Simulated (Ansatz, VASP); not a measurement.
One calculation of HfN, two programs

File POSCAR:

```
HfN
1.0
    3.4332100000      0.0000000000      0.0000000000
   -1.7166000000      2.9732400000      0.0000000000
    0.0000000000      0.0000000000      3.9698200000
Hf N
1 1
Direct
    0.0000000000      0.0000000000      0.5000000000
    0.0000000000      0.0000000000      0.0000000000
```

Contents of INCAR.step1:

```
SYSTEM = HfN
ALGO     = Normal         ! electronic algorithm
EDIFF    = 1E-5           ! SCF threshold, eV
ENCUT    = 520            ! plane-wave cutoff, eV
GGA      = PE             ! functional
ISIF     = 2              ! what is computed and relaxed
ISMEAR   = -1             ! smearing method
LASPH    = .TRUE.         ! aspherical terms in the spheres
LCHARG   = .FALSE.        ! write CHGCAR
LREAL    = .FALSE.        ! projectors in reciprocal space
LWAVE    = .TRUE.         ! write WAVECAR
NBANDS   = 14             ! bands
NELM     = 100            ! most SCF steps
PREC     = Accurate       ! precision mode
SIGMA    = 0.05           ! smearing width, eV
```

Contents of INCAR.step2:

```
SYSTEM = HfN
AEXX     = 0.25           ! exact-exchange fraction
ALGO     = Normal         ! electronic algorithm
EDIFF    = 1E-6           ! SCF threshold, eV
ENCUT    = 520            ! plane-wave cutoff, eV
GGA      = PE             ! functional
HFSCREEN = 0.2            ! screening, 1/A
ISIF     = 2              ! what is computed and relaxed
ISMEAR   = -1             ! smearing method
ISTART   = 1            
LASPH    = .TRUE.         ! aspherical terms in the spheres
LCHARG   = .FALSE.        ! write CHGCAR
LHFCALC  = .TRUE.         ! exact exchange
LREAL    = .FALSE.        ! projectors in reciprocal space
LWAVE    = .FALSE.        ! write WAVECAR
NBANDS   = 14             ! bands
NELM     = 100            ! most SCF steps
PREC     = Accurate       ! precision mode
PRECFOCK = Fast         
SIGMA    = 0.05           ! smearing width, eV
```

KPOINTS

```
k-points
0
G
  5 5 4
  0 0 0
```

File input.yaml:

```yaml
crystal:
  lattice:
    - [3.43321, 0.0, 0.0]
    - [-1.7166, 2.97324, 0.0]
    - [0.0, 0.0, 3.96982]
  atoms:
    - { symbol: Hf, position: [0.0, 0.0, 0.5] }
    - { symbol: "N", position: [0.0, 0.0, 0.0] }
hamiltonian:
  xc: { exchange: pbe, correlation: pbe, exx: { coeff: 0.25, omega: 0.2 } }
  pseudopotentials: { kind: paw }
kpoints:
  mp_grid: { grid: [5, 5, 4] }
scf:
  occupations: { method: fermi_dirac, width: 0.05 }
output:
  forces: true
  stress: true
  eigenvalues: true
```

The cell was built by a generator and needn't be a form met in nature.

Alike in both runs: task single point; functional HSE(alpha, omega); k mesh 5 × 5 × 4; occupations fermi-dirac, width 0.05 eV; no spin polarisation.

|  | VASP | Ansatz |
| --- | --- | --- |
| version | VASP 6.6.1 | Ansatz 0.2.0 |
| potentials or method | VASP PAW PBE potentials, release 64 (Hf_pv, N) | Ansatz PAW |
| plane-wave cutoff (eV) | 520 | 420 |
| valence electrons in the cell | 15 | 31 |

Ansatz gave:

| Item | Value |
| --- | --- |
| gap on the k mesh at the Fermi level (eV) | none |
| pressure (GPa) | -0.8 |
| largest component of the traceless stress (GPa) | 8.03 |

Which values does VASP return?

gap on the k mesh at the Fermi level (eV): none; pressure (GPa): -1.3; largest component of the traceless stress (GPa): 7.76.

A gap of «none» marks a metal or a gap that the smearing closes. The two sets of potentials don't hold the same shells in valence.

Caveats: the k mesh is coarse (spacing up to 0.42 Å⁻¹), so the values aren't converged, least of all with exact exchange; the PAW data sets were made with another functional, which shifts forces and pressure a little (VASP); the PAW data sets come from PBE, with cores solved anew for the run's functional, which leaves a small shift of forces and pressure (Ansatz); the thresholds are loose for stress (Ansatz). The runs have no spin-orbit coupling, so splittings on Hf are missing.
